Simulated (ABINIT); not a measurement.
A run of ABINIT 10.8.3 (patched build) is set up as follows.

File run.abi:

```
# Pseudopotentials
pp_dirpath "./"
pseudos "Zn.GGA_PBE-JTH.xml"

# Structure
structure "poscar:POSCAR"
natom 2
chkprim 0
chksymtnons 0
tolsym 1.0e-6

# Plane-wave basis
ecut 598.650497 eV
pawecutdg 44.0
pawxcdev 0

# k points
kptopt 1
ngkpt 9 9 9
nshiftk 1
shiftk 0.0 0.0 0.0

# Exchange and correlation
ixc 11

# Bands and occupations
nband 16
occopt 3
tsmear 0.05 eV

# SCF cycle
nstep 100
tolvrs 1.0e-9

# Output
iomode 3
prtwf 0
prtden 0
prteig 0
prtebands 0
```

POSCAR

```
Zn
1.0
   -0.0048805600     -3.0173928900     -0.0541471900
   -3.1122950900     -0.0048805600      0.0088403200
    0.0088403200     -0.0541471900     -3.0409222300
Zn
2
Direct
    0.4951396300      0.5027151000      0.5079558700  Zn
    0.0048603700      0.9972849000      0.9920441300  Zn
```

Potentials or basis: JTH PAW PBE v2.0.

Command:

```console
$ abinit run.abi > log 2>&1
```

(1) What does it give for the band gap on the k mesh?

(2) What does it give for the pressure?

(3) Predict the largest force.

Answers

(1) none (metal or under the smearing width).

(2) 5.6 GPa.

(3) 0.228 eV/Å.
